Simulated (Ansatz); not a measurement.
Crystal: MgSe.

```xyz
2
Lattice="0.0000 2.7255 2.7255 2.7255 0.0000 2.7255 2.7255 2.7255 0.0000" Properties=species:S:1:pos:R:3 pbc="T T T"
Se    2.7255    2.7255    2.7255
Mg    0.0000    0.0000    0.0000
```

Base run:

| Quantity | Value |
| --- | --- |
| Program | Ansatz 0.2.0 |
| Functional | PBE |
| Potentials or basis | Ansatz PAW |
| Cutoff | 420 eV (not typed: the program's choice for these potentials) |
| k mesh | 8 × 8 × 8 |
| Occupations | fermi-dirac, width 0.05 eV |
| Spin | no spin polarisation |

Its results: band gap on the k mesh 1.82 eV, indirect (least direct gap 2.61 eV); pressure 2.0 GPa.

Task: The run is repeated on the same cell with these changes: occupations from fermi-dirac, width 0.05 eV to gaussian, width 0.01 eV; spin from no spin polarisation to spin-orbit coupling, no magnetisation; potential files from those of the base run to others of the same set. What comes out?

Result: Band gap on the k mesh 1.69 eV, indirect (least direct gap 2.47 eV); pressure 2.0 GPa.

A k mesh can miss the band edges.
